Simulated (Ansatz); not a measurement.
## Nb under changes of volume

One of the cells (18.428 Å³/atom); the others are scaled copies at fixed shape and fractional positions:

```
CELL_PARAMETERS angstrom
-1.66395 1.66395 1.66395
1.66395 -1.66395 1.66395
1.66395 1.66395 -1.66395
ATOMIC_POSITIONS crystal
Nb 0.00000 0.00000 0.00000
```

* Program: Ansatz 0.2.0
* Functional: HSE06
* Potentials or basis: Ansatz PAW
* Cutoff: 420 eV (not typed: the program's choice for these potentials)
* k mesh: 6 × 6 × 6
* Occupations: fermi-dirac, width 0.05 eV
* Spin: no spin polarisation

```tsv
volume (Å³/atom)	energy over the lowest point (meV/atom)	pressure (GPa)
17.322	0.00	1.1
17.691	2.26	-2.6
18.060	12.52	-6.0
18.428	30.43	-9.2
18.797	55.61	-11.9
19.165	87.43	-14.4
19.534	?	?
```

Problem. What does the run at 19.534 Å³/atom give?

Solution. Energy over the lowest point 125.06 meV/atom; pressure -16.4 GPa.

Worked out: A Birch-Murnaghan fit of order 3 (a polynomial in V^(-2/3)) to the other rows has its minimum at 17.41 Å³/atom with B0 = V·E''(V) = 173 GPa (rough, since the energies scatter). It gives 125.77 meV/atom at 19.534 Å³/atom, against the run's 125.06, and -dE/dV = -18.0 GPa, against -16.4.

Energies are extrapolated to zero smearing.

Caveats: all runs use coarse meshes; the PAW data sets come from PBE, with cores solved anew for the run's functional, which leaves a small shift of forces and pressure; the thresholds are loose for stress.
